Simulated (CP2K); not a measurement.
**NbAs under changes of volume**

One of the cells (17.395 Å³/atom); the others are scaled copies at fixed shape and fractional positions:

```
Nb As
1.0
     3.45170    0.00000    0.00000
     0.00000    3.45170    0.00000
    -1.72585   -1.72585    5.84000
Nb As
2 2
Direct
  0.00000 0.50000 0.00000
  0.25000 0.25000 0.50000
  0.58400 0.08400 0.16800
  0.83400 0.83400 0.66800
```

| Property | Result |
| --- | --- |
| Program | CP2K 2026.2 |
| Functional | PBE |
| Potentials or basis | POTENTIAL_UZH Nb GTH-PBE-q13, As GTH-PBE-q5; TZVP-MOLOPT-PBE-GTH basis |
| Density cutoff | 6123 eV |
| k mesh | 8 × 8 × 8 |
| Occupations | fermi-dirac, width 0.05 eV |
| Spin | no spin polarisation |

| volume (Å³/atom) | energy over the lowest point (meV/atom) | pressure (GPa) | largest force (eV/Å) |
| --- | --- | --- | --- |
| 16.351 | 82.18 | 18.2 | 0.397 |
| 16.699 | 47.89 | 13.5 | 0.367 |
| 17.047 | 23.47 | 9.1 | 0.338 |
| 17.395 | ? | ? | ? |
| 17.743 | 0.36 | 1.8 | 0.287 |
| 18.091 | 0.00 | -1.4 | 0.264 |
| 18.438 | 6.11 | -4.2 | 0.242 |

Q: What does the run at 17.395 Å³/atom give?

A: Energy over the lowest point 7.92 meV/atom; pressure 5.3 GPa; largest force 0.312 eV/Å.

Worked out: A Birch-Murnaghan fit of order 3 (a polynomial in V^(-2/3)) to the other rows has its minimum at 17.93 Å³/atom with B0 = V·E''(V) = 161 GPa and B' = 4.3 at fixed shape and positions, which overstates the stiffness. It gives 7.92 meV/atom at 17.395 Å³/atom, against the run's 7.92, and -dE/dV = 5.3 GPa, against 5.3.

Energies are extrapolated to zero smearing.

Caveats: the basis of atomic orbitals isn't converged, which shifts pressures, moduli and gaps.
